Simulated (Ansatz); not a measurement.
# Calculated Ti-47 nuclear quadrupole resonance for Ti6O

Cell: a Materials Project structure (computed, not necessarily an observed phase), taken as it stands.

Space group P-31c (No. 163); a = 5.1053, c = 9.4549 Å, γ = 120.00°.

| site | Wyckoff | site symmetry | x | y | z |
| --- | --- | --- | --- | --- | --- |
| Ti | 12i | 1 | 0.6682 | 0.6638 | 0.3812 |
| O | 2d | 3.2 | 0.6667 | 0.3333 | 0.2500 |

One atom of each set is listed.

The numbers come from a DFT calculation in Ansatz (r2SCAN, plane waves and PAW, scalar-relativistic, 500 eV cutoff, Γ-centred 8×8×4 k-points, Fermi–Dirac smearing 0.05 eV).

Ti-47: I = 5/2, Q = 302.0 mb (year-2017 value). Static lattice, zero field.

Q: Predict the zero-field Ti-47 lines of each site.

A: For I = 5/2 and η = 0 the lines are 3|C_Q|/20 and twice that; η pulls their ratio below 2.

```tsv
site	atoms	V_zz (10²¹ V/m²)	C_Q (MHz)	η	line frequencies (MHz)
Ti	12	-2.59	-18.9	0.41	3.31, 5.49
```

Q: And for Ti-49 (I = 7/2, Q = 247.0 mb) on Ti?

A: C_Q scales with Q to -15.4 MHz, with lines at 1.63, 2.07, 3.25, 3.70 MHz.

The run finds no gap above 0.1 eV (a metal, or nearly one), so the gradients can move by 10 % or more with the k-mesh. Semilocal functionals can leave a metal where correlation in the d or f shell opens a gap in the real compound, and that would change the values at and beside Ti.

Hardware: 1 thread of Intel Xeon 6975P-C (Granite Rapids) (x86_64; 44 cores open to the job, memory cap 2.5 GiB, no GPU), a shared host with a load of 0.5 a core. Wall time 54 s, CPU time 54 s, peak memory 1.3 GiB.
